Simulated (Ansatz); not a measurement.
# BaF2: one crystal by all-electron and frozen-core methods

The same cell of BaF2 is computed with LAPW, all electrons, frozen-core PAW and datasets made for this crystal, to set the results side by side.

Method: DFT PBE, scalar-relativistic, in Ansatz 0.2.0.

## (1) The system as given

It takes space group Fm-3m (No. 225, cubic). The conventional cell has a = 6.200 Å, b = 6.200 Å, c = 6.200 Å, α = 90.00°, β = 90.00°, γ = 90.00°. Ba (site symmetry m-3m) has 8 F at 2.68 Å as nearest neighbours. F (site symmetry -43m) is surrounded by 4 Ba at 2.68 Å.

As a file:

```
Ba F
1.0
     0.00000    3.10005    3.10005
     3.10005    0.00000    3.10005
     3.10005    3.10005    0.00000
Ba F
1 2
Direct
  0.00000 0.00000 0.00000
  0.25000 0.25000 0.25000
  0.75000 0.75000 0.75000
```

The cell is a deposited one (Crystallography Open Database entry 9009004); the temperature and pressure of the measurement aren't taken into account, and nothing was relaxed.

Atoms are numbered in the order of the input: Ba1, F2, F3.

## (2) LAPW, all electrons

input.yaml

```yaml
crystal:
  lattice:
    - [0.0, 3.10005, 3.10005]
    - [3.10005, 0.0, 3.10005]
    - [3.10005, 3.10005, 0.0]
  atoms:
    - { symbol: Ba, position: [0.0, 0.0, 0.0] }
    - { symbol: F, position: [0.25, 0.25, 0.25] }
    - { symbol: F, position: [0.75, 0.75, 0.75] }
kpoints:
  mp_grid: { grid: [8, 8, 8] }
  band_path:
    path:
      - [0.0, 0.0, 0.0]
      - [0.5, 0.0, 0.5]
      - [0.625, 0.25, 0.625]
      - [0.375, 0.375, 0.75]
      - [0.0, 0.0, 0.0]
      - [0.5, 0.5, 0.5]
      - [0.5, 0.25, 0.75]
      - [0.5, 0.0, 0.5]
    npoints: 8
scf:
  occupations: { method: fermi_dirac, width: 0.03 }
hamiltonian:
  xc: pbe
  pseudopotentials: { kind: all_electron, lapw: { basis_error: 0.001 } }
output:
  forces: true
  stress: true
  eigenvalues: true
  populations: true
  dos: { projected: true, de: 0.2, e_range: [-14, 8] }
```

## (3) Frozen-core PAW

input.yaml, as its differences from that of step 2:

```diff
@@ -26,3 +26,3 @@
   xc: pbe
-  pseudopotentials: { kind: all_electron, lapw: { basis_error: 0.001 } }
+  pseudopotentials: { kind: paw }
 output:
@@ -31,3 +31,5 @@
   eigenvalues: true
+  efg: { contact_densities: true }
   populations: true
+  bader: true
   dos: { projected: true, de: 0.2, e_range: [-14, 8] }
```

## (4) Datasets made for this crystal

input.yaml, as its differences from that of step 3:

```diff
@@ -26,3 +26,3 @@
   xc: pbe
-  pseudopotentials: { kind: paw }
+  pseudopotentials: { kind: all_electron, datasets: crystal }
 output:
@@ -32,4 +32 @@
   efg: { contact_densities: true }
-  populations: true
-  bader: true
-  dos: { projected: true, de: 0.2, e_range: [-14, 8] }
```

(Steps that only read results are left out.)

**Question.** What will these runs give? Wanted: pressure; gap; Bader charges.

As calculated:

| quantity | value |
| --- | --- |
| pressure | LAPW 1.27, PAW 1.27, crystal datasets 1.27 GPa |
| gap (LAPW) | 6.82 eV, indirect from K–Γ to Γ |
| Bader charges (PAW) | Ba1 +1.68, F2 -0.84 e |

What this shows: The pressure of 1.3 GPa pushes the cell to expand, with the atoms held in place. A gap opens: 6.82 eV, indirect from K–Γ to Γ. Spin-orbit coupling is left out, though the cell holds Ba; it can shift such gaps by tenths of an eV. The top eV of the valence band is mostly F 2p (97 % of the projected weight). The projection holds only the free atom's occupied shells (Ba 6s, Ba 5p, F 2p in this range). PAW lies less than 0.01 GPa from LAPW in pressure and less than 0.01 eV in the gap.

The gaps are Kohn-Sham values of a semilocal functional, not quasiparticle or optical gaps. Such gaps usually fall short of the measured ones.
